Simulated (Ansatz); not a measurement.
# LiCl: the cost of one run

Method: DFT PBEsol, scalar-relativistic, plane waves, PAW, in Ansatz 0.2.0.

The COD entry's cell or inner coordinates are ideal or old and differ from later refinements, so a difference from it is no clean test against experiment.

3 further runs of the same task are left out: 3 set aside as unsound or not needed.

## 1. The system as given

Symmetry: Fm-3m, No. 225, cubic system. The conventional cell has a = 5.064 Å, b = 5.064 Å, c = 5.064 Å, α = 90.00°, β = 90.00°, γ = 90.00°. Li (site symmetry m-3m) has 6 Cl at 2.53 Å as nearest neighbours. Cl (site symmetry m-3m) is surrounded by 6 Li at 2.53 Å.

Coordinates:

```cif
data_structure
_symmetry_space_group_name_H-M 'P 1'
_symmetry_Int_Tables_number 1
_cell_length_a 3.5810
_cell_length_b 3.5810
_cell_length_c 3.5810
_cell_angle_alpha 60.000
_cell_angle_beta 60.000
_cell_angle_gamma 60.000
_cell_volume 32.47
loop_
_atom_site_label
_atom_site_type_symbol
_atom_site_fract_x
_atom_site_fract_y
_atom_site_fract_z
_atom_site_occupancy
Li1 Li 0.00000 0.00000 0.00000 1
Cl1 Cl 0.50000 0.50000 0.50000 1
```

This cell was relaxed beforehand with the same method: volume 16.24 Å³/atom, gap on the mesh 6.35 eV.

## 2. Relaxing at 30 GPa

What is minimised here is the enthalpy; the energy can go up as the cell is squeezed.

Input file input.yaml:

```yaml
crystal:
  lattice:
    - [0.0, 2.5321529989, 2.5321529989]
    - [2.5321529989, 0.0, 2.5321529989]
    - [2.5321529989, 2.5321529989, 0.0]
  atoms:
    - { symbol: Li, position: [0.0, 0.0, 0.0] }
    - { symbol: Cl, position: [0.5, 0.5, 0.5] }
basis:
  ecutwfc: 420
kpoints:
  mp_grid: { grid: [8, 8, 8] }
hamiltonian:
  xc: pbesol
scf:
  occupations: { method: fixed }
output:
  forces: true
  stress: true
  eigenvalues: true
  write_density: true
  write_potential: true
  elf: true
  volumetric_format: npy
relax:
  adjacent_minimum: "off"
  f_tol: 0.001
  max_steps: 60
  cell: { stress_tol: 0.02, p_target: 30.0 }
```

On the command line:

```sh
> ansatz run input.yaml --threads 1 --pin off --max-ram 1228MiB --backend cpu --events-out ev --progress --plain --runs-dir out
```

What time and memory should one allow on 1 thread of an Arm CPU, shared host?

About 8.4 s, with a peak of 0.27 GiB.
